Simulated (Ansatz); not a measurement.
**Response of NaH to small distortions**

```
Na H
1.0
     0.00000    2.44000    2.44000
     2.44000    0.00000    2.44000
     2.44000    2.44000    0.00000
Na H
1 1
Direct
  0.00000 0.00000 0.00000
  0.50000 0.50000 0.50000
```

Atom numbers follow the list: Na1, H2.

The cell is COD entry 9008680, as deposited and not checked against the literature; nothing was relaxed.

Method: DFT, PBE, all-electron LAPW, scalar-relativistic (Ansatz 0.2.0).

Sampling and basis: a Γ-centred 9×9×9 k mesh, Fermi–Dirac smearing of 0.03 eV, basis error target 1 meV/atom, no spin polarisation.

The unchanged cell is at -0.63 GPa, so energy changes include a term −P ΔV where the volume moves.

Semilocal functionals give too small gaps.

x, y and z are the Cartesian axes of the cell as listed; fractional coordinates follow a strain, and an engineering shear is twice the off-diagonal strain component.

With x and y strained by +1.5 %, z held: energy change +3 meV/atom; stress change (xx, yy, zz, yz, xz, xy) -0.69, -0.69, -0.34, 0.00, 0.00, 0.00 GPa, compression positive; gap on the k mesh 4.01 → 3.93 eV.

With this change (atom 2 (H) moved by (0.0354, 0.0354, 0.0000) Å), what becomes of the energy and stress and forces and gap?

Energy change under 1 meV/atom; stress change (xx, yy, zz, yz, xz, xy) 0.03, 0.03, -0.01, 0.00, 0.00, -0.01 GPa, compression positive; change of the force on H2 (-0.027, -0.027, 0.000) eV/Å; gap on the k mesh 4.01 → 4.01 eV.

What force constant does this one finite step give for H2 along its displacement (all its periodic images move with it)?

k = −ΔF·u/|u|² = 0.76 eV/Å², so the force pulls the atom back.
